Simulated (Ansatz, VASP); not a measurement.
ZnCu: VASP beside Ansatz

```
Zn Cu
1.0
     2.90864    0.00000    0.00000
     0.00000    2.90864    0.00000
     0.00000    0.00000    2.90864
Zn Cu
1 1
Direct
  0.50000 0.50000 0.50000
  0.00000 0.00000 0.00000
```

Alike in both runs: functional PBEsol; k mesh 14 × 14 × 14; occupations fermi-dirac, width 0.15 eV; no spin polarisation.

Ansatz relaxed the structure, and its values are those at the end. VASP's run is a single point on that final structure, the one shown.

```csv
,VASP,Ansatz
version,VASP 6.6.1,Ansatz 0.2.0
potentials or method,"VASP PAW PBE potentials, release 64 (Zn, Cu)","scalar-relativistic, plane waves, PAW"
plane-wave cutoff (eV),520,420
valence electrons in the cell,23,31
```

Ansatz gave:

| Item | Value |
| --- | --- |
| gap on the k mesh at the Fermi level (eV) | none |
| pressure (GPa) | 0.0 |

Estimate VASP's values.

gap on the k mesh at the Fermi level (eV): none; pressure (GPa): 0.7.

A gap of «none» marks a metal or a gap that the smearing closes. The two sets of potentials don't hold the same shells in valence.

Caveats: the PAW data sets were made with another functional, which shifts forces and pressure a little (VASP).
